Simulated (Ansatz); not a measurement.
# W under changes of volume

One of the cells (15.848 Å³/atom); the others are scaled copies at fixed shape and fractional positions:

```
CELL_PARAMETERS angstrom
-1.58234 1.58234 1.58234
1.58234 -1.58234 1.58234
1.58234 1.58234 -1.58234
ATOMIC_POSITIONS crystal
W 0.00000 0.00000 0.00000
```

| Property | Result |
| --- | --- |
| Program | Ansatz 0.2.0 |
| Functional | LDA |
| Potentials or basis | Ansatz PAW |
| Cutoff | 420 eV (not typed: the program's choice for these potentials) |
| k mesh | 12 × 12 × 12 |
| Occupations | fermi-dirac, width 0.05 eV |
| Spin | spin-orbit coupling, no magnetisation |

```csv
volume (Å³/atom),energy over the lowest point (meV/atom),pressure (GPa)
14.897,19.65,12.4
15.214,2.76,4.8
15.531,0.00,-2.0
15.848,10.00,-8.2
16.165,?,?
16.482,63.81,-18.9
16.798,105.57,-23.4
```

**Question.** What does the run at 16.165 Å³/atom give?

**Answer.** Energy over the lowest point 31.63 meV/atom; pressure -13.8 GPa.

Worked out: A Birch-Murnaghan fit of order 3 (a polynomial in V^(-2/3)) to the other rows has its minimum at 15.44 Å³/atom with B0 = V·E''(V) = 323 GPa and B' = 3.6. It gives 31.61 meV/atom at 16.165 Å³/atom, against the run's 31.63, and -dE/dV = -13.7 GPa, against -13.8.

Energies are extrapolated to zero smearing.

Caveats: the PAW data sets come from PBE, with cores solved anew for the run's functional, which leaves a small shift of forces and pressure.
